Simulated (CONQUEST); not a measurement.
TiO2 under changes of volume

One of the cells (10.435 Å³/atom); the others are scaled copies at fixed shape and fractional positions:

```
Ti O
1.0
     2.95921    0.00000    0.00000
     0.00000    4.59984    0.00000
     0.00000    0.00000    4.59984
Ti O
2 4
Direct
  0.50000 0.00000 0.00000
  0.00000 0.50000 0.50000
  0.50000 0.30432 0.69568
  0.00000 0.80432 0.80432
  0.00000 0.19568 0.19568
  0.50000 0.69568 0.30432
```

The cell is a database's computed one.

* Program: CONQUEST 1.3
* Functional: LDA
* Potentials or basis: PseudoDojo NC LDA, DZP, grid of 32 × 48 × 48 points
* k mesh: 9 × 6 × 6
* Occupations: fermi-dirac, width 0.05 eV
* Spin: no spin polarisation

```csv
volume (Å³/atom),energy over the lowest point (meV/atom),pressure (GPa),gap on the mesh (eV),largest force (eV/Å)
9.809,10.40,10.2,1.80,0.196
10.018,1.38,3.7,1.76,0.080
10.227,0.00,-1.4,1.71,0.049
10.435,5.41,-6.6,1.66,0.127
10.644,?,?,?,?
10.853,34.33,-15.1,1.57,0.311
11.062,56.33,-18.4,1.53,0.394
```

**Question.** What does the run at 10.644 Å³/atom give?

**Answer.** Energy over the lowest point 17.12 meV/atom; pressure -11.2 GPa; gap on the mesh 1.62 eV; largest force 0.215 eV/Å.

Worked out: A Birch-Murnaghan fit of order 3 (a polynomial in V^(-2/3)) to the other rows has its minimum at 10.16 Å³/atom with B0 = V·E''(V) = 266 GPa and B' = 4.5 at fixed shape and positions, which overstates the stiffness. It gives 17.12 meV/atom at 10.644 Å³/atom, against the run's 17.12, and -dE/dV = -11.1 GPa, against -11.2. A straight line through the other rows of the gap, of slope -2.29 eV per unit of ln V (its deformation potential), gives 1.62 eV, against the run's 1.62.

Energies are extrapolated to zero smearing.

Caveats: an odd mesh through Γ misses points on the zone boundary, where band edges often lie; the basis of atomic orbitals isn't converged, which shifts pressures, moduli and gaps.
